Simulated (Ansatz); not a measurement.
**Stress against strain in MnO**

```
CELL_PARAMETERS angstrom
0.00000 2.22200 2.22200
2.22200 0.00000 2.22200
2.22200 2.22200 0.00000
ATOMIC_POSITIONS crystal
Mn 0.00000 0.00000 0.00000
O 0.50000 0.50000 0.50000
```

Atom numbers follow the list: Mn1, O2.

The cell is COD entry 1514105, as deposited and not checked against the literature; nothing was relaxed.

Semilocal functionals without U often leave such compounds metallic or with too small a gap, and the real magnetic order may differ.

The magnetic state is the one reached from the start moments; no search over orders was made, so it needn't be the ground state.

Theory: DFT, PBE, all-electron LAPW, scalar-relativistic in Ansatz 0.2.0.

Settings: a Γ-centred 16×16×16 k mesh, Fermi–Dirac smearing of 0.05 eV, basis error target 0.25 meV/atom, spin-polarised from start moments Mn1 4 μB.

The strain is applied along the Cartesian axes of the cell as listed (γ is the engineering shear, twice εxy = εyz = εzx). Fractional coordinates are held (clamped ions).

σ is the change of stress from the unstrained cell, which is at -0.13 GPa; tension is positive, so slopes are stress–strain coefficients at that pressure. In a metal the k mesh adds noise.

Only quantities that a quadratic follows smoothly over the whole series are listed; rougher ones are left out.

| γ | σxy (GPa) |
| --- | --- |
| -0.0300 | -1.86 |
| -0.0200 | -1.25 |
| -0.0100 | -0.64 |
| 0.0000 | 0.00 |
| 0.0100 | 0.65 |
| 0.0300 | 2.02 |

Fit the series and read off the stiffness at zero strain.

Least-squares fits y = p0 + p1 x + p2 x² to the rows give σxy (GPa): p1 = 64.6, p2 = 92. So C44 (clamped ions) = 65 GPa.

One run, at γ = 0.0200, is withheld. Predict its row.

The fits give 1.33; the run gave 1.32.
